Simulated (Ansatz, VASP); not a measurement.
# One calculation of La, two programs

File INCAR:

```
ALGO = Normal ; EDIFF = 1E-7
ENCUT = 520 ; GGA = PE
ISIF = 2 ; ISMEAR = -1
LASPH = T ; LCHARG = F
LREAL = F ; LWAVE = F
NBANDS = 12 ; NELM = 100
PREC = Accurate ; SIGMA = 0.05
```

KPOINTS

```
k-points
0
Gamma
  9 9 9
```

POSCAR

```
La
1.0
   -2.1044780000      2.1793380000      2.1245200000
    2.1382030000     -2.1291200000      2.1080260000
    2.0847550000      2.1093970000     -2.0743020000
La
1
Direct
   -0.0161300000     -0.0171580000     -0.0149420000
```

input.yaml

```yaml
crystal:
  lattice:
    - [-2.104478, 2.179338, 2.12452]
    - [2.138203, -2.12912, 2.108026]
    - [2.084755, 2.109397, -2.074302]
  atoms:
    - { symbol: La, position: [-0.01613, -0.017158, -0.014942] }
hamiltonian:
  xc: pbe
  pseudopotentials: { kind: paw }
kpoints:
  mp_grid: { grid: [9, 9, 9] }
scf:
  occupations: { method: fermi_dirac, width: 0.05 }
output:
  forces: true
  stress: true
  eigenvalues: true
```

Change from the starting cell: cell strained at random at fixed volume.

Alike in both runs: task single point; functional PBE; k mesh 9 × 9 × 9; occupations fermi-dirac, width 0.05 eV; no spin polarisation.

|  | VASP | Ansatz |
| --- | --- | --- |
| version | VASP 6.6.1 | Ansatz 0.2.0 |
| potentials or method | VASP PAW PBE potentials, release 64 (La) | Ansatz PAW |
| plane-wave cutoff (eV) | 520 | 420 |
| valence electrons in the cell | 11 | 11 |

|  | VASP | Ansatz | Ansatz less VASP |
| --- | --- | --- | --- |
| gap on the k mesh at the Fermi level (eV) | none | none | - |
| pressure (GPa) | -0.5 | -0.5 | -0.05 |
| largest component of the traceless stress (GPa) | 0.41 | 0.41 | +0.003 |

A gap of «none» marks a metal or a gap that the smearing closes.

The runs have no spin-orbit coupling, so splittings on La are missing.
